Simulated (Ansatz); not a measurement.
SnTe:

```
CELL_PARAMETERS angstrom
3.90470 0.00000 0.00000
0.00000 3.90470 0.00000
0.00000 0.00000 3.90470
ATOMIC_POSITIONS crystal
Te 0.50000 0.50000 0.50000
Sn 0.00000 0.00000 0.00000
```

Measurements of this composition are mostly on another form, of space group No. 225.

Program: Ansatz 0.2.0. Alike in all runs: level PBE; potentials or basis Ansatz PAW; cell as given; cutoff (eV) 420. Hardware: 2 threads of Arm Neoverse V2, on a shared host.

Q: Order these runs on this cell by their wall time, lowest first.
A. task single point; spin off; k mesh 7 × 7 × 7; smearing gaussian 0.027 eV
B. task band structure; spin SOC, no magnetisation; k mesh 5 × 5 × 5; smearing fermi-dirac 0.05 eV; points for each segment of the path 14
C. task band structure; spin off; k mesh 7 × 7 × 7; smearing fermi-dirac 0.05 eV; points for each segment of the path 14

A: A (0.77 s), C (2 s), B (12 s).
